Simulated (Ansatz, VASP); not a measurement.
# SiO2 in VASP and in Ansatz

The input INCAR:

```
SYSTEM = SiO2
PREC = Accurate
ENCUT = 520
EDIFF = 1E-6
ISMEAR = 0
SIGMA = 0.05
LREAL = .False.
LASPH = .True.
NELM = 100
ALGO = Normal
ISIF = 2
LWAVE = .False.
LCHARG = .False.
GGA = PE
NBANDS = 25
```

KPOINTS

```
regular mesh
0
Gamma
  6 6 6
  0 0 0
```

POSCAR

```
SiO2
1.0
   -2.4505350379      2.4505350379      3.8738602040
    2.4505350379     -2.4505350379      3.8738602040
    2.4505350379      2.4505350379     -3.8738602040
Si O
2 4
Direct
    0.0000000000      0.0000000000      0.0000000000
    0.7500000000      0.2500000000      0.5000000000
    0.9670112602      0.6250000000      0.8420112602
    0.3750000000      0.2170112602      0.3420112602
    0.7829887398      0.1250000000      0.1579887398
    0.8750000000      0.0329887398      0.6579887398
```

Input for Ansatz:

```yaml
crystal:
  lattice:
    - [-2.4505350379, 2.4505350379, 3.873860204]
    - [2.4505350379, -2.4505350379, 3.873860204]
    - [2.4505350379, 2.4505350379, -3.873860204]
  atoms:
    - { symbol: Si, position: [0.0, 0.0, 0.0] }
    - { symbol: Si, position: [0.75, 0.25, 0.5] }
    - { symbol: O, position: [0.9670112602, 0.625, 0.8420112602] }
    - { symbol: O, position: [0.375, 0.2170112602, 0.3420112602] }
    - { symbol: O, position: [0.7829887398, 0.125, 0.1579887398] }
    - { symbol: O, position: [0.875, 0.0329887398, 0.6579887398] }
basis:
  ecutwfc: 420
kpoints:
  mp_grid: { grid: [6, 6, 6] }
hamiltonian:
  xc: pbe
scf:
  occupations: { method: gaussian, width: 0.05 }
output:
  forces: true
  stress: true
  eigenvalues: true
```

Change from the starting cell: strain -0.025 along x and y, +0.050 along z, atoms carried along.

Alike in both runs: task single point; functional PBE; k mesh 6 × 6 × 6; occupations gaussian, width 0.05 eV; no spin polarisation.

```csv
,VASP,Ansatz
version,VASP 6.6.1,Ansatz 0.2.0
potentials or method,"VASP PAW PBE potentials, release 64 (Si, O)","scalar-relativistic, plane waves, PAW"
plane-wave cutoff (eV),520,420
valence electrons in the cell,32,32
```

```tsv
	VASP	Ansatz	Ansatz less VASP
gap on the k mesh at the Fermi level (eV)	5.63	5.63	+0.001
least direct gap on the mesh (eV)	5.63	5.63	+0.001
pressure (GPa)	0.0	0.0	-0.08
largest component of the traceless stress (GPa)	3.01	3.05	+0.042
rms of the force components (eV/Å)	0.039	0.040	+0.0017
```

Atom by atom the forces differ by 0.002 eV/Å (rms over components). With one functional, cell and mesh, what is left measures potentials, basis and numerics.

A k mesh can miss the band edges.
